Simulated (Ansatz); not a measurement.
Crystal: Ti.

```
Ti
1.0
     4.56737    0.00000    0.00000
    -2.28369    3.95546    0.00000
     0.00000    0.00000    2.82624
Ti
3
Direct
  0.66667 0.33333 0.50000
  0.33333 0.66667 0.50000
  0.00000 0.00000 0.00000
```

This isn't the form of Ti at room conditions, which is hcp.

Base run:

```yaml
Program: Ansatz 0.2.0
Functional: PBEsol
Potentials_or_basis: Ansatz PAW
Cutoff: "420 eV (not typed: the program's choice for these potentials)"
k_mesh: 7 × 7 × 9
Occupations: fermi-dirac, width 0.05 eV
Spin: no spin polarisation
Hubbard_terms: Ti d U = 6 eV
```

Its results: band gap on the k mesh none (metal or under the smearing width); pressure 7.1 GPa.

**Question.** The run is repeated on the same cell with these changes: hubbard terms from Ti d U = 6 eV to Ti d U = 4 eV. What comes out?

**Answer.** Band gap on the k mesh none (metal or under the smearing width); pressure 2.4 GPa.

Caveats: U without spin polarisation on a metal has little footing; the PAW data sets come from PBE, with cores solved anew for the run's functional, which leaves a small shift of forces and pressure; the U is typed as a test and isn't derived for this compound.
